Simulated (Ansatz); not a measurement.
The system is SrCl2.

```
CELL_PARAMETERS angstrom
0.00000 3.48835 3.48835
3.48835 0.00000 3.48835
3.48835 3.48835 0.00000
ATOMIC_POSITIONS crystal
Sr 0.00000 0.00000 0.00000
Cl 0.75000 0.75000 0.75000
Cl 0.25000 0.25000 0.25000
```

Base run:

| Property | Result |
| --- | --- |
| Program | Ansatz 0.2.0 |
| Functional | HSE06 |
| Potentials or basis | Ansatz PAW |
| Cutoff | 420 eV |
| Density cutoff | 1680 eV |
| k mesh | 4 × 4 × 4 |
| Occupations | fixed |
| Spin | no spin polarisation |

Its results: band gap on the k mesh 6.62 eV, indirect (least direct gap 6.83 eV).

Q: The run is repeated on the same cell with these changes: functional from HSE06 to PBE0; level from hse06 to pbe0. What comes out?

A: Band gap on the k mesh 7.35 eV, indirect (least direct gap 7.58 eV).

Not every run made on this cell is shown here.
